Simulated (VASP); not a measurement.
# Si: restarted molecular dynamics, 2 variants

Si, I4_1/amd (no. 141), 8 atoms in the cell. PBE, molecular dynamics; PAW potentials Si (PBE set).

| Restart from | Temperature at the end (K) | The same without a restart (K) | Potential energy at the end (eV/atom) | The same without a restart (eV/atom) | Electronic steps in the first step after the restart | Time (s) |
|---|---|---|---|---|---|---|
| CONTCAR with velocities, WAVECAR read | 1205.0 | 1205.0 | -4.88307 | -4.88307 | 4 | 70 |
| CONTCAR with velocities, no WAVECAR | 1205.0 | 1205.0 | -4.88307 | -4.88307 | 15 | 73 |

Limits: 120 fs of 8 atoms are too short for converged averages; the cell is only 4.7 Å across, so each atom moves in step with near copies of itself.

## Input of the first row

INCAR.step1:
```
SYSTEM = Si
GGA = PE ; PREC = Normal
ENCUT = 250 ; EDIFF = 1E-6
NELMIN = 4 ; NELM = 60
ALGO = Fast ; LREAL = Auto
LASPH = .TRUE. ; ISMEAR = -1
SIGMA = 0.069 ; ISYM = 0
LWAVE = .TRUE. ; LCHARG = .FALSE.
IBRION = 0 ; NSW = 30
POTIM = 2.0 ; TEBEG = 1600
ISIF = 2 ; RANDOM_SEED = 476033 0 0
MDALGO = 2 ; SMASS = 0
KPAR = 2
```

INCAR.step2, as INCAR.step1 but for:
```
- LWAVE = .TRUE.
+ LWAVE = .FALSE.
```

KPOINTS:
```
k-points
0
Gamma
  3 3 2
```

POSCAR.step1:
```
Si
1.0
    4.7427446090      0.0000000000      0.0000000000
    0.0000000000      4.7427446090      0.0000000000
    0.0000000000      0.0000000000      5.3170615596
Si
8
Direct
    0.0000000000      0.0000000000      0.2500000000
    0.0000000000      0.0000000000      0.7500000000
    0.0000000000      0.5000000000      0.3750000000
    0.0000000000      0.5000000000      0.8750000000
    0.5000000000      0.5000000000      0.0000000000
    0.5000000000      0.5000000000      0.5000000000
    0.5000000000      0.0000000000      0.1250000000
    0.5000000000      0.0000000000      0.6250000000
```

Commands (each step's output is kept before the next begins):
```
cat potpaw_PBE.64/Si/POTCAR > POTCAR
cp INCAR.step1 INCAR
cp POSCAR.step1 POSCAR
mpirun -np 2 vasp_std > vasp.out
cp CONTCAR POSCAR
cp INCAR.step2 INCAR
mpirun -np 2 vasp_std > vasp.out
```

Changes of the last row against the first:
```
(step 1)
- LWAVE = True
+ LWAVE = False
```

VASP 6.6.1 took 70 s on 2 cores (Intel Xeon Platinum 8488C (Sapphire Rapids)), a shared host.
